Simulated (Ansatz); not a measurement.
**AlFe, one cell by several methods**

```xyz
2
Lattice="2.9100 0.0000 0.0000 0.0000 2.9100 0.0000 0.0000 0.0000 2.9100" Properties=species:S:1:pos:R:3 pbc="T T T"
Al    0.0000    0.0000    0.0000
Fe    1.4550    1.4550    1.4550
```

Atoms are numbered in the order listed.

The cell comes from COD entry 1541193, which wasn't checked; take it as a given geometry.

Other magnetic orders may lie lower; this is the state that the run reached.

Levels of theory: DFT, PBE, PAW with Ansatz's default frozen-core files, scalar-relativistic (Ansatz 0.2.0); DFT, PBE, all-electron PAW with datasets made for the crystal, scalar-relativistic (Ansatz 0.2.0); DFT, PBE, all-electron LAPW, scalar-relativistic (Ansatz 0.2.0).

For PAW: a Γ-centred 12×12×12 k mesh, Fermi–Dirac smearing of 0.05 eV, cutoff 420 eV, spin-polarised from start moments Fe2 3 μB. The crystal-made all-electron datasets (AE datasets) take a cutoff of 280 eV at this cell. LAPW targets a basis error of 0.5 meV/atom. The Ansatz runs share mesh, smearing and spin set-up. Plane-wave (PAW) pressures include the program's estimate of the Pulay term.

Stress and pressure are positive in compression.

Levels count from the Fermi level.

```json
{"quantity": "pressure (GPa)", "PAW": "-5.88", "AE datasets": "-5.93", "LAPW": "-5.93"}
{"quantity": "moment of the cell (μB)", "PAW": "0.739", "AE datasets": "0.738", "LAPW": "0.738"}
{"quantity": "highest filled spin-up level at M (eV)", "PAW": "-1.126", "AE datasets": "-1.131", "LAPW": "-1.131"}
{"quantity": "lowest empty spin-up level at M (eV)", "PAW": "0.358", "AE datasets": "0.363", "LAPW": "0.363"}
{"quantity": "highest filled spin-up level at X (eV)", "PAW": "-0.336", "AE datasets": "-0.344", "LAPW": "-0.344"}
{"quantity": "lowest empty spin-up level at X (eV)", "PAW": "0.777", "AE datasets": "0.780", "LAPW": "0.780"}
```

PAW's pressure differs from the LAPW value by +0.05 GPa. Datasets made for the crystal and LAPW share parts of one code, so their agreement isn't an independent check.
